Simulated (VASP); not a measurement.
## VASP inputs for HgS (zincblende)

INCAR

```
NELM = 120
EDIFF = 1E-7
LWAVE = .FALSE.
LASPH = .TRUE.
ALGO = Normal
SIGMA = 0.02
ISIF = 2
LCHARG = .FALSE.
ENCUT = 520
IBRION = -1
NBANDS = 16
METAGGA = R2SCAN
LREAL = .FALSE.
PREC = Accurate
NSW = 0
ISMEAR = -1
```

KPOINTS

```
KPOINTS created by Atomic Simulation Environment
0
Gamma
8 8 8
0 0 0
```

KPOINTS_OPT

```
special points
6
Reciprocal
0.0000000000 0.0000000000 0.0000000000 1
-0.5000000000 -0.5000000000 0.0000000000 1
-0.3750000000 -0.3750000000 0.2500000000 1
-0.3750000000 0.0000000000 0.3750000000 1
0.0000000000 0.0000000000 0.5000000000 1
-0.5000000000 -0.2500000000 0.2500000000 1
```

POSCAR

```
Hg S
 1.0000000000000000
    -0.0000000000000000    2.9651863045008824    2.9651863045008824
     2.9651863045008824    0.0000000000000000    2.9651863045008824
     2.9651863045008824    2.9651863045008824    0.0000000000000000
 Hg  S
   1   1
Cartesian
  0.0000000000000000 -0.0000000000000000  0.0000000000000000
  1.4825931522504410  1.4825931522504410  1.4825931522504410
```

VASP ran with the recommended PBE PAW datasets (18 valence electrons in the cell).

Problem. Estimate the main results of this run.

Solution. gap between bands v and c 0.00 eV; least direct gap 0.00 eV; pressure 0.2 GPa.

Band v is the last that the valence electrons fill when counted band by band, and c is the next. Levels in eV from the top of v:

```json
{"point": "Γ", "v−1": "0.00", "v": "0.00", "c": "0.00", "c+1": "6.51"}
{"point": "X", "v−1": "-2.24", "v": "-2.24", "c": "3.43", "c+1": "3.78"}
{"point": "K", "v−1": "-2.77", "v": "-1.82", "c": "3.57", "c+1": "5.05"}
{"point": "L", "v−1": "-0.93", "v": "-0.93", "c": "1.87", "c+1": "7.21"}
{"point": "W", "v−1": "-2.69", "v": "-2.27", "c": "4.04", "c+1": "5.63"}
```
